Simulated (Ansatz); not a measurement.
Planning a run of Ansatz 0.2.0 on TePb (puckered monolayer (GeS type)). The input:

```yaml
crystal:
  lattice:
    - [4.652238298, 0.0, 0.0]
    - [0.0, 4.6475562299, 0.0]
    - [0.0, 0.0, 29.5429140992]
  atoms:
    - { symbol: Pb, position: [0.0502050646, 0.0, 0.3673932892] }
    - { symbol: Te, position: [0.5497949354, 0.5, 0.378051852] }
    - { symbol: Pb, position: [0.5502050646, 0.5, 0.2757389331] }
    - { symbol: Te, position: [0.0497949354, 0.0, 0.2650803704] }
  periodic: [true, true, false]
kpoints:
  mp_grid: { grid: [4, 4, 1] }
  band_path:
    path:
      - [0.0, 0.0, 0.0]
      - [0.5, 0.0, 0.0]
      - [0.5, 0.5, 0.0]
      - [0.0, 0.5, 0.0]
      - [0.4, 0.0, 0.0]
      - [0.0, 0.45, 0.0]
      - [0.0, 0.4, 0.0]
    npoints: 1
hamiltonian:
  xc: hse06
scf:
  occupations: { method: fixed }
  n_extra_bands: 10
magnetization:
  noncollinear: true
  spin_orbit: true
output:
  eigenvalues: true
```

```sh
ansatz run input.yaml --threads 2 --pin off --max-ram 92160MiB --backend cuda --events-out ev --progress --plain --runs-dir out --devices 1 --max-vram 13GiB  # rebuilt from the run's record
```

Q: Estimate wall time and host memory on 1 × NVIDIA H100 80GB HBM3 (shared by 6 runs) with 2 threads of AMD EPYC 7R13 (Zen 3), shared host.

It took 2.4 min; on shared hardware allow 73 s to 4.8 min. Peak host memory was 3.1 GiB. The sizes that set the cost: 12427 plane waves a state, 9 irreducible k points and 15 SCF cycles.

Exact exchange couples every pair of k points and filled bands, so it costs far more than a semilocal run.

[Paths, hosts, dates, memory and timing lines, banners, echoed tables and standing remarks are left out of the program output.]

[Logs are printed without paths, hosts, clocks, repeated set-up lines and the standing remarks that a program may print on its own settings, such as how far it seeks lower states.]

[Runs of the session that timed out or met a known fault of the program may be left out.]

[Cells called generated may have been cut or substituted from an entry of the Crystallography Open Database or the Materials Project.]

[Hosts, paths, dates, database ids (printed as entryN), source tags and the programs' standing remarks are cut or masked in the printed files.]
